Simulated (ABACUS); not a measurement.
# Fe2O3 (Hematite) (R-3c) in ABACUS: reference runs

Reference runs on Fe2O3 (Hematite): the cell as given and a disturbed copy.

Everything below comes from runs of ABACUS 3.10.1. Logs are shortened: lines on timing, memory, paths and dates and some standing lists are left out, and cuts for length are marked.

## Step 1: The crystal as given

It takes space group R-3c (No. 167, trigonal). The conventional cell has a = 5.038 Å, b = 5.038 Å, c = 13.772 Å, α = 90.00°, β = 90.00°, γ = 120.00°. Around Fe (site symmetry 3) lie 6 O at 1.95 to 2.12 Å. O (site symmetry 2) has 4 Fe at 1.95 to 2.12 Å as nearest neighbours.

## Step 2: Single point, PBE, collinear spin, ferromagnetic start

File INPUT:

```
INPUT_PARAMETERS
suffix              Fe2O3
calculation         scf
basis_type          pw
pseudo_dir          ./
symmetry            1
dft_functional      pbe
ecutwfc             90
pseudo_rcut         10
nspin               2
nbands              66
ks_solver           dav
smearing_method     fd
smearing_sigma      0.00367493
scf_thr             1e-08
scf_nmax            100
mixing_type         broyden
mixing_beta         0.4
cal_force           1
cal_stress          1
kpar                4
```

File STRU:

```
ATOMIC_SPECIES
Fe 55.8450 Fe.upf
O 15.9990 O.upf

LATTICE_CONSTANT
1.8897261246

LATTICE_VECTORS
2.5190000000 1.4543453281 4.5906666667
-2.5190000000 1.4543453281 4.5906666667
0.0000000000 -2.9086906562 4.5906666667

ATOMIC_POSITIONS
Direct

Fe
0.0
4
0.3553000000 0.3553000000 0.3553000000 1 1 1 mag 3
0.1447000000 0.1447000000 0.1447000000 1 1 1 mag 3
0.6447000000 0.6447000000 0.6447000000 1 1 1 mag 3
0.8553000000 0.8553000000 0.8553000000 1 1 1 mag 3

O
0.0
6
0.5559000000 0.2500000000 0.9441000000 1 1 1 mag 0
0.2500000000 0.9441000000 0.5559000000 1 1 1 mag 0
0.9441000000 0.5559000000 0.2500000000 1 1 1 mag 0
0.4441000000 0.7500000000 0.0559000000 1 1 1 mag 0
0.7500000000 0.0559000000 0.4441000000 1 1 1 mag 0
0.0559000000 0.4441000000 0.7500000000 1 1 1 mag 0
```

File KPT:

```
K_POINTS
0
Gamma
7 7 7 0 0 0
```

Potentials or basis: PseudoDojo NC SR 0.4.1 PBE standard, plane waves.

Launch:

```sh
OMP_NUM_THREADS=1 mpirun -np 4 abacus > log
```

running log:

```text
ABACUS v3.10.1

               Atomic-orbital Based Ab-initio Computation at UStc

 ------------------------------------------------------------------------------------

 READING GENERAL INFORMATION
                           global_out_dir = OUT.Fe2O3/
                           global_in_card = INPUT
                               pseudo_dir = ./
                              orbital_dir =
                                    DSIZE = 4
                                    GSIZE = 1
[... 5 lines left out ...]

 READING ATOM TYPE 1
                               atom label = Fe
                      L=0, number of zeta = 1
                      L=1, number of zeta = 1
                      L=2, number of zeta = 1
             number of atom for this type = 4
               magnetization of element 1 = 3

 READING ATOM TYPE 2
                               atom label = O
                      L=0, number of zeta = 1
                      L=1, number of zeta = 1
                      L=2, number of zeta = 1
             number of atom for this type = 6
               magnetization of element 2 = 0

                        TOTAL ATOM NUMBER = 10
DIRECT COORDINATES
    atom                   x                   y                   z     mag                  vx                  vy                  vz
taud_Fe1            0.3553000000        0.3553000000        0.3553000000  3.0000        0.0000000000        0.0000000000        0.0000000000
taud_Fe2            0.1447000000        0.1447000000        0.1447000000  3.0000        0.0000000000        0.0000000000        0.0000000000
taud_Fe3            0.6447000000        0.6447000000        0.6447000000  3.0000        0.0000000000        0.0000000000        0.0000000000
taud_Fe4            0.8553000000        0.8553000000        0.8553000000  3.0000        0.0000000000        0.0000000000        0.0000000000
taud_O1            0.5559000000        0.2500000000        0.9441000000  0.0000        0.0000000000        0.0000000000        0.0000000000
taud_O2            0.2500000000        0.9441000000        0.5559000000  0.0000        0.0000000000        0.0000000000        0.0000000000
taud_O3            0.9441000000        0.5559000000        0.2500000000  0.0000        0.0000000000        0.0000000000        0.0000000000
taud_O4            0.4441000000        0.7500000000        0.0559000000  0.0000        0.0000000000        0.0000000000        0.0000000000
taud_O5            0.7500000000        0.0559000000        0.4441000000  0.0000        0.0000000000        0.0000000000        0.0000000000
taud_O6            0.0559000000        0.4441000000        0.7500000000  0.0000        0.0000000000        0.0000000000        0.0000000000

                          Volume (Bohr^3) = 680.956
                             Volume (A^3) = 100.907

 Lattice vectors: (Cartesian coordinate: in unit of a_0)
               +2.519            +1.45435            +4.59067
               -2.519            +1.45435            +4.59067
                   +0            -2.90869            +4.59067
 Reciprocal vectors: (Cartesian coordinate: in unit of 2 pi/a_0)
            +0.198491           +0.114599          +0.0726111
            -0.198491           +0.114599          +0.0726111
                   +0           -0.229198          +0.0726111
 The esolver type has been set to : ksdft_pw

                PAO radial cut off (Bohr) = 10

 Read in pseudopotential file is Fe.upf
                     pseudopotential type = NC
          exchange-correlation functional = PBE
                 nonlocal core correction = 1
                        valence electrons = 16
                                     lmax = 2
                           number of zeta = 4
                     number of projectors = 6
                           L of projector = 0
[... 5 lines left out ...]
                PAO radial cut off (Bohr) = 10

 Read in pseudopotential file is O.upf
                     pseudopotential type = NC
          exchange-correlation functional = PBE
                 nonlocal core correction = 1
                        valence electrons = 6
                                     lmax = 2
                           number of zeta = 2
                     number of projectors = 5
                           L of projector = 0
                           L of projector = 0
                           L of projector = 1
                           L of projector = 1
                           L of projector = 2
     initial pseudo atomic orbital number = 64
 The readin total magnetization is 12

 SETUP THE ELECTRONS NUMBER
            electron number of element Fe = 16
      total electron number of element Fe = 64
             electron number of element O = 6
       total electron number of element O = 36
            AUTOSET number of electrons:  = 100
                           occupied bands = 50
                                   NBANDS = 66
                                   NLOCAL = 90

%%%%%%%%%%%%%%%%%%%%%%%%%%%%%%%%%%%%%%%%%%%%%%%%%%%%%%%%%%%%%%%%%%%%%%%%%%%%%%%%%%%%%%%%%%%%%%%%%%%%%%%%%%
[... 80 lines left out ...]

 SETUP K-POINTS
                                    nspin = 2
                   Input type of k points = Monkhorst-Pack(Gamma)
                                   nkstot = 343
                       right hand lattice = 1
(for reciprocal lattice: )
                             BRAVAIS TYPE = 7
                     BRAVAIS LATTICE NAME = 07. Rhombohedral (Trigonal) cell
                                    ibrav = 7
                       right hand lattice = 1
(for k-lattice: )
                             BRAVAIS TYPE = 7
                     BRAVAIS LATTICE NAME = 07. Rhombohedral (Trigonal) cell
                                    ibrav = 7
                       right hand lattice = 1
                        ROTATION MATRICES = 12
                               nkstot_ibz = 44
K-POINTS REDUCTION ACCORDING TO SYMMETRY
     IBZ    DIRECT_X    DIRECT_Y    DIRECT_Z  WEIGHT  ibz2bz
       1  0.00000000  0.00000000  0.00000000  0.0029       0
       2  0.14285714  0.00000000  0.00000000  0.0175       1
       3  0.28571429  0.00000000  0.00000000  0.0175       2
       4  0.42857143  0.00000000  0.00000000  0.0175       3
       5  0.14285714  0.14285714  0.00000000  0.0175       8
       6  0.28571429  0.14285714  0.00000000  0.0350       9
[... 22 lines left out ...]
      29 -0.42857143  0.42857143  0.14285714  0.0350      74
      30 -0.28571429  0.42857143  0.14285714  0.0350      75
[... 14 further k points ...]

                               nkstot now = 44
[... K-POINTS DIRECT COORDINATES: 44 rows ...]

           k-point number in this process = 11
       minimum distributed K point number = 11
[... stars of the k points ...]
                             nks(nspin=2) = 22
                          nkstot(nspin=2) = 88

[... K-POINTS CARTESIAN COORDINATES: 22 rows ...]

[... K-POINTS DIRECT COORDINATES: 22 rows ...]

 SETUP PLANE WAVES FOR WAVE FUNCTIONS
     energy cutoff for wavefunc (unit:Ry) = 90
              fft grid for wave functions = [ 64, 64, 64 ]
                    number of plane waves = 11049
                         number of sticks = 671

 PARALLEL PW FOR WAVE FUNCTIONS
     PROC   COLUMNS(POT)             PW
        1            671          11049
 --------------- sum -------------------
        1            671          11049

 SETUP NONLOCAL PSEUDOPOTENTIALS IN PLANE WAVE BASIS
 Fe non-local projectors:
 projector 1 L=0
 projector 2 L=0
 projector 3 L=1
 projector 4 L=1
 projector 5 L=2
 projector 6 L=2
 O non-local projectors:
 projector 1 L=0
 projector 2 L=0
 projector 3 L=1
 projector 4 L=1
 projector 5 L=2
      TOTAL NUMBER OF NONLOCAL PROJECTORS = 150

 Init Non-Local PseudoPotential table :
 Init Non-Local-Pseudopotential done.

                                     npwx = 9851

 Make real space PAO into reciprocal space.
       max mesh points in Pseudopotential = 1001
     dq(describe PAO in reciprocal space) = 0.01
                                    max q = 1143

 number of pseudo atomic orbitals for Fe is 4
WARNING: norm of atomic wavefunction # 4 of atomic type Fe is 0.999905, renormalized

 number of pseudo atomic orbitals for O is 2

 -------------------------------------------
 SELF-CONSISTENT
 -------------------------------------------
                                 init_chg = atomic

 PW ALGORITHM --------------- ION=   1  ELEC=   1--------------------------------

          total magnetism (Bohr mag/cell) = 16.504
       absolute magnetism (Bohr mag/cell) = 16.504
                        nelec for spin up = 58.252
                      nelec for spin down = 41.748
[... 177 lines left out ...]
 Density error is 7.10122763289e-09
                          Error Threshold = 3.64384300416e-11
----------------------------------------------------------
     Energy           Rydberg                 eV
----------------------------------------------------------
 E_KohnSham     -1201.0461878824     -16341.0717163791
 E_KS(sigma->0) -1201.0430929909     -16341.0296082202
 E_Harris       -1201.0463206836     -16341.0735232317
 E_band         -96.0511399948       -1306.8428033248
 E_one_elec     -597.1827435145      -8125.0880590703
 E_Hartree      349.9078237632       4760.7401779589
 E_xc           -192.3009217108      -2616.3882659182
 E_Ewald        -761.4641566373      -10360.2513530317
 E_entropy(-TS) -0.0061897830        -0.0842163179
 E_descf        0.0000000000         0.0000000000
 E_exx          0.0000000000         0.0000000000
 E_Fermi        0.8460884766         11.5116242934
----------------------------------------------------------

 charge density convergence is achieved
 final etot is -16341.071716 eV
 EFERMI = 11.511624293 eV

 STATE ENERGY(eV) AND OCCUPATIONS    NSPIN == 2
SPIN UP :
 1/11 kpoint (Cartesian) = 0.0000 0.0000 0.0000 (9831 pws)
       1       -78.8803     0.00291545
       2       -78.8777     0.00291545
       3       -78.8762     0.00291545
       4       -78.8740     0.00291545
       5       -45.0470     0.00291545
       6       -45.0470     0.00291545
[... 398 lines left out ...]
      65        21.1121    1.43061e-85
      66        22.0044        0.00000

[... levels at 16 further k points ...]

------------------------------------------------------------------------------------------
 TOTAL-FORCE (eV/Angstrom)
------------------------------------------------------------------------------------------
                       Fe1         0.0000000000         0.0000000000        -0.5441030363
                       Fe2         0.0000000000         0.0000000000         0.5441030363
                       Fe3         0.0000000000         0.0000000000         0.5441030363
                       Fe4         0.0000000000         0.0000000000        -0.5441030363
                        O1         0.0356971188         0.0618292235         0.0000000000
                        O2         0.0356971188        -0.0618292235         0.0000000000
                        O3        -0.0713942377         0.0000000000         0.0000000000
                        O4        -0.0356971188        -0.0618292235         0.0000000000
                        O5        -0.0356971188         0.0618292235         0.0000000000
                        O6         0.0713942377         0.0000000000         0.0000000000
------------------------------------------------------------------------------------------

----------------------------------------------------------------
 TOTAL-STRESS (KBAR)
----------------------------------------------------------------
        25.6378819884         0.0000000000         0.0000000000
        -0.0000000000        25.6378819880         0.0000000000
         0.0000000000         0.0000000000         8.1069564017
----------------------------------------------------------------
 TOTAL-PRESSURE: 19.794240 KBAR

 --------------------------------------------
 !FINAL_ETOT_IS -16341.0717163791359781 eV
 --------------------------------------------
```

Run time: 6.2 min. Hardware: 4 MPI ranks of Intel Xeon Platinum 8488C (Sapphire Rapids), shared host; peak memory 2.2 GiB.

What came out:

```
Free energy            : -16341.0717 eV
Pressure               : 2.0 GPa
Largest force          : 0.544 eV/Å
Band gap on the k mesh : none (metal or under the smearing width)
Net moment             : 16.67 μB per cell
Absolute moment        : 16.67 μB per cell
```

Forces in eV/Å, atoms in the order of the input:
```
Fe   0.000  0.000 -0.544
Fe   0.000  0.000  0.544
Fe   0.000  0.000  0.544
Fe   0.000  0.000 -0.544
O    0.036  0.062  0.000
O    0.036 -0.062  0.000
O   -0.071  0.000  0.000
O   -0.036 -0.062  0.000
O   -0.036  0.062  0.000
O    0.071  0.000  0.000
```

Caveat: semilocal functionals often make such compounds metallic where correlation or magnetic order opens a gap, which also shifts bond lengths; only a ferromagnetic start was run, and an antiferromagnetic order may lie lower in energy. With open d or f shells a metallic result of PBE can be an artefact of self-interaction; +U or a hybrid may open a gap.

(Part 1 of 2 ends here.)
